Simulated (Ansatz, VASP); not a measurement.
Two plane-wave programs on Si

```
Si
1.0
     0.00000    2.73478    2.73478
     2.73478    0.00000    2.73478
     2.73478    2.73478    0.00000
Si
2
Direct
  0.25000 0.25000 0.25000
  0.00000 0.00000 0.00000
```

Alike in both runs: task relaxation of cell and atoms; functional PBE; k mesh 8 × 8 × 8; no spin polarisation.

```csv
,VASP,Ansatz
version,VASP 6.6.1,Ansatz 0.2.0
potentials or method,"VASP PAW PBE potentials, release 64 (Si)","scalar-relativistic, plane waves, PAW"
plane-wave cutoff (eV),600,420
occupations,"gaussian, width 0.01 eV",fixed
valence electrons in the cell,8,8
```

```tsv
	VASP	Ansatz	Ansatz less VASP
gap on the k mesh at the Fermi level, each at its own relaxed structure (eV)	0.65	0.65	-0.001
relaxed volume (Å³/atom)	20.44	20.46	+0.018
relaxed cell length with the largest relative difference (Å)	3.867	3.868	+0.0011
```

A k mesh can miss the band edges.
